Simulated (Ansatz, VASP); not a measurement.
**Hf3B: VASP beside Ansatz**

```
CELL_PARAMETERS angstrom
4.12689 0.00000 0.00000
0.00000 4.12689 0.00000
0.00000 0.00000 4.12689
ATOMIC_POSITIONS crystal
Hf 0.00000 0.50000 0.50000
Hf 0.50000 0.00000 0.50000
Hf 0.50000 0.50000 0.00000
B 0.00000 0.00000 0.00000
```

Alike in both runs: functional PBE; k mesh 12 × 12 × 12; occupations gaussian, width 0.1 eV; no spin polarisation.

Ansatz relaxed the structure, and its values are those at the end. VASP's run is a single point on that final structure, the one shown.

|  | VASP | Ansatz |
| --- | --- | --- |
| version | VASP 6.6.1 | Ansatz 0.2.0 |
| potentials or method | VASP PAW PBE potentials, release 64 (Hf_pv, B) | scalar-relativistic, plane waves, PAW |
| plane-wave cutoff (eV) | 520 | 420 |
| valence electrons in the cell | 33 | 81 |

Ansatz gave:

```
gap on the k mesh at the Fermi level (eV) : none
pressure (GPa)                            : 0.0
```

Problem. Estimate VASP's values.

Solution. gap on the k mesh at the Fermi level (eV): none; pressure (GPa): -0.5.

A gap of «none» marks a metal or a gap that the smearing closes. The two sets of potentials don't hold the same shells in valence.

Spin-orbit coupling is left out, which matters for the levels of Hf.
